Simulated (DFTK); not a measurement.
**Mg in DFTK: convergence with k mesh**

Mg:

```
Mg
1.0
     2.97925    0.00000    0.00000
    -1.48963    2.58011    0.00000
     0.00000    0.00000    4.83681
Mg
2
Direct
  0.66667 0.33333 0.75000
  0.33333 0.66667 0.25000
```

The cell isn't the ideal one: cell squeezed.

- Program: DFTK 0.8.2
- Task: convergence study
- Functional: PBE
- Potentials or basis: dojo.nc.sr.pbe.v0_4_1.standard.upf (PBE)
- Cutoff: 1143 eV
- k mesh: 2 × 2 × 1
- Occupations: fermi-dirac, width 0.02 eV
- Spin: no spin polarisation

These are the settings of the first run; the series varies k mesh, with any setting tied to it.

Hardware: 1 thread of Intel(R) Xeon(R) Platinum 8488C (Sapphire Rapids), with other jobs on the host.

Question: The values tried are 2 × 2 × 1, 3 × 3 × 2, 4 × 4 × 2, 6 × 6 × 3, 8 × 8 × 4, 9 × 9 × 4, 11 × 11 × 6, 13 × 13 × 6, loosest first. From which on does the gap on the mesh stay within 0.01 eV of the tightest run that finished?

Answer: From 3 × 3 × 2 on.

```csv
k mesh,"energy less the tightest run, at zero smearing (meV/atom)",pressure (GPa),gap on the mesh (eV),SCF cycles
2 × 2 × 1,128.33,11.92,0.759,11
3 × 3 × 2,382.61,12.87,0.000,10
4 × 4 × 2,-14.60,11.45,0.000,11
6 × 6 × 3,49.82,11.62,0.000,12
8 × 8 × 4,-11.26,11.68,0.000,13
9 × 9 × 4,2.73,11.57,0.000,11
11 × 11 × 6,-11.48,11.56,0.000,12
13 × 13 × 6,0.00,11.57,0.000,12
```

Against the tightest run, the pressure stays within 0.1 GPa from 9 × 9 × 4 on. Not settled before the last step: the energy (to 1 meV/atom). Meshes of other sizes hit other points, so gaps and Fermi surfaces needn't settle smoothly. The tightest run that finished is the yardstick and may itself not be fully converged.
